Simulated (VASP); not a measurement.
# CsPbCl₃: relaxation with set parts of the cell free, by free to move

CsPbCl₃, P1 (no. 1), 5 atoms in the cell. PBE, constrained relaxation; PAW potentials Pb_d, Cs_sv, Cl (PBE set).

| Free to move | Volume (Å³/atom) | Pressure in a fresh run at the final cell (GPa) | Pressure printed at the end of the relaxation (GPa) | Ionic steps, all stages | Electronic steps, all stages | Time (s) |
|---|---|---|---|---|---|---|
| atoms | 35.788 | 0.92 | 0.92 | 12 | 88 | 41 |
| atoms, shape and volume | 37.127 | 0.02 | 0.02 | 16 | 126 | 57 |
| atoms and shape at fixed volume | 35.788 | 0.92 | 0.92 | 11 | 88 | 40 |
| shape alone | 35.788 | 0.93 | 0.93 | 9 | 76 | 34 |
| shape and volume | 37.190 | -0.01 | 0.00 | 14 | 105 | 48 |
| volume alone | 37.199 | -0.01 | -0.01 | 7 | 68 | 28 |
| atoms and volume | 37.099 | 0.04 | 0.04 | 14 | 111 | 48 |
| atoms and the z components of the lattice | 36.431 | 0.48 | 0.48 | 13 | 100 | 44 |
| atoms and the x and y components of the lattice | 36.783 | 0.25 | 0.25 | 14 | 106 | 46 |
| atoms and the y and z components of the lattice | 36.768 | 0.26 | 0.27 | 15 | 114 | 51 |

Limits: the start was distorted on purpose (random strain, atoms moved at random), so the space group given is the start's and not the crystal's.

## Input of the first row

INCAR.step1:
```
PREC = Accurate ; ENCUT = 350
EDIFF = 1E-6 ; ISMEAR = 0
SIGMA = 0.05 ; LREAL = F
LASPH = T ; NELM = 100
ALGO = Normal ; LWAVE = F
LCHARG = F ; IBRION = 2
NSW = 80 ; ISIF = 2
EDIFFG = -0.01 ; POTIM = 0.5
ISYM = 0 ; KPAR = 4
```

INCAR.step3, as INCAR.step1 but for:
```
- IBRION = 2
- NSW = 80
- EDIFFG = -0.01
- POTIM = 0.5
+ NSW = 0
```

KPOINTS:
```
k-points
0
Gamma
  3 3 3
```

POSCAR.step1:
```
CsPbCl3
1.0
    5.6243700000     -0.0134950000     -0.0057880000
   -0.0134950000      5.6557450000      0.0287950000
   -0.0057880000      0.0287950000      5.6254340000
Pb Cs Cl
1 1 3
Direct
    0.5060400000      0.5031880000      0.5007350000
   -0.0075470000      0.0038780000      0.0016910000
    0.4987670000      0.0012060000      0.5010170000
    0.0056160000      0.4966520000      0.5025180000
    0.4971230000      0.4950750000     -0.0059600000
```

POSCAR.step3:
```
CsPbCl3
1.0
    5.6243700000     -0.0134950000     -0.0057880000
   -0.0134950000      5.6557450000      0.0287950000
   -0.0057880000      0.0287950000      5.6254340000
Pb Cs Cl
1 1 3
Direct
    0.5002672401      0.4997711840      0.4998894346
    0.9959775509      0.0043512008      0.0006023331
    0.5022779114      0.9995535341      0.4993867547
    0.0002766010      0.4987448039      0.5001732078
    0.5011996966      0.4975782772      0.9999492699
```

Commands (each step's output is kept before the next begins):
```
cat potpaw_PBE.64/Pb_d/POTCAR potpaw_PBE.64/Cs_sv/POTCAR potpaw_PBE.64/Cl/POTCAR > POTCAR
cp INCAR.step1 INCAR
cp POSCAR.step1 POSCAR
mpirun -np 4 vasp_std > vasp.out
cp CONTCAR POSCAR
mpirun -np 4 vasp_std > vasp.out
# POSCAR: the CONTCAR of the step before
cp INCAR.step3 INCAR
cp POSCAR.step3 POSCAR
mpirun -np 4 vasp_std > vasp.out
```

Changes of the last row against the first:
```
- ISIF = 2
+ ISIF = 3
+ LATTICE_CONSTRAINTS = .FALSE. .TRUE. .TRUE.
```

VASP 6.6.1 took 41 s on 4 cores (Intel Xeon 6975P-C (Granite Rapids)), a shared host.
